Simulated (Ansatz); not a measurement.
# LiF: a line through an energy map

One line of a two-coordinate grid on LiF (P6_3mc, No. 186; 4 atoms in the cell): volume per atom is varied, at c/a of the conventional cell = 1.396.

Method: DFT LDA, scalar-relativistic, plane waves, PAW, in Ansatz 0.2.0.

72 further runs of the same task are left out: 72 set aside as unsound or not needed.

## 1. The system as given

It takes space group P6_3mc (No. 186, hexagonal). The conventional cell has a = 3.030 Å, b = 3.030 Å, c = 4.659 Å, α = 90.00°, β = 90.00°, γ = 120.00°. Li (site symmetry 3m) has 4 F at 1.82 to 1.83 Å as nearest neighbours. F (site symmetry 3m) has 4 Li at 1.82 to 1.83 Å as nearest neighbours.

Coordinates:

```
Li F
1.0
     3.03009    0.00000    0.00000
    -1.51505    2.62414    0.00000
     0.00000    0.00000    4.65902
Li F
2 2
Direct
  0.33333 0.66667 0.38398
  0.66667 0.33333 0.88398
  0.33333 0.66667 0.99102
  0.66667 0.33333 0.49102
```

It goes back to an entry of the Materials Project, which need not be the stable form.

It is the result of an earlier relaxation at this level (volume 9.26 Å³/atom; gap on the mesh: 7.83 eV).

## 2. What is varied

The energy is mapped over volume and the cell's shape.

First coordinate, volume per atom: 11 values from 7.780 to 10.743 Å³. Second coordinate, c/a of the conventional cell: 11 values from 1.363 to 1.735.

Nothing else is relaxed (fractional coordinates fixed). Energies count from the relaxed crystal. Points are written as (first, second).

## 3. The run at (7.780 Å³, 1.396)

File input.yaml:

```yaml
crystal:
  lattice:
    - [2.9524809739, 0.0, 0.0]
    - [-1.4762404869, 2.5569235276, 0.0]
    - [0.0, 0.0, 4.1222539357]
  atoms:
    - { symbol: Li, position: [0.3333333333, 0.6666666667, 0.3839784076] }
    - { symbol: Li, position: [0.6666666667, 0.3333333333, 0.8839784076] }
    - { symbol: F, position: [0.3333333333, 0.6666666667, 0.9910195924] }
    - { symbol: F, position: [0.6666666667, 0.3333333333, 0.4910195924] }
basis:
  ecutwfc: 520.0
kpoints:
  mp_grid: { grid: [9, 9, 6] }
hamiltonian:
  xc: lda
scf:
  occupations: { method: gaussian, width: 0.05 }
output:
  forces: true
  stress: true
  eigenvalues: true
```

The run is started by

```bash
$ ansatz run input.yaml --threads 1 --pin off --max-ram 2048MiB --backend cpu --events-out ev --progress --plain --runs-dir out
```

Further runs follow: the other points of the line.

Q: Predict the outcome of this session. Wanted: for each run, volume per atom; energy; slope; pressure; largest force on an atom.

**Answer**, as computed:

| volume per atom (Å³) | step | energy (meV/atom) | slope (meV/atom per Å³) | pressure (GPa) | band gap on the k-mesh (eV) | largest force on an atom (eV/Å) |
| --- | --- | --- | --- | --- | --- | --- |
| 7.780 | 3 | 92 | −109 | 17.5 | 8.74 | 1.15 |
| 8.076 | 4 | 65 | −80 | 12.9 | 8.51 | 1.01 |
| 8.372 | 5 | 44 | −56 | 9.0 | 8.29 | 0.89 |
| 8.669 | 6 | 31 | −36 | 5.7 | 8.09 | 0.78 |
| 8.965 | 7 | 23 | −18 | 3.0 | 7.91 | 0.69 |
| 9.261 | 8 | 20 | −4 | 0.6 | 7.73 | 0.60 |
| 9.558 | 9 | 20 | 9 | −1.4 | 7.56 | 0.52 |
| 9.854 | – | 25 | 19 | −3.0 | 7.41 | 0.45 |
| 10.150 | 10 | 32 | 28 | −4.5 | 7.26 | 0.38 |
| 10.447 | 11 | 41 | 35 | −5.7 | 7.12 | 0.32 |
| 10.743 | – | 52 | 42 | −6.7 | 6.99 | 0.27 |

Energies count from the relaxed crystal. Rows without a step come from runs not printed here or follow by symmetry. Slopes come from the forces (and the stress, where the cell changes), not from differences of energies.

What this shows: The lowest point of the line is at 9.261 Å³, 20 meV/atom from the zero. Energies and slopes round the minimum, fitted together, put the minimum at 9.3490 Å³, with a curvature of about 43 meV/atom per (Å³)². V·d²E/dV² there is about 65 GPa, a bulk modulus under this line's constraint. The highest point computed, at 7.780 Å³, lies 73 meV/atom above the lowest. This is one cut through a surface in two coordinates; the map's lowest point lies off it. With the other coordinates free, the energies away from the reference would be the same or lower.

These are semilocal Kohn-Sham gaps, which aren't the measured quantity. Such gaps usually fall short of the measured ones.
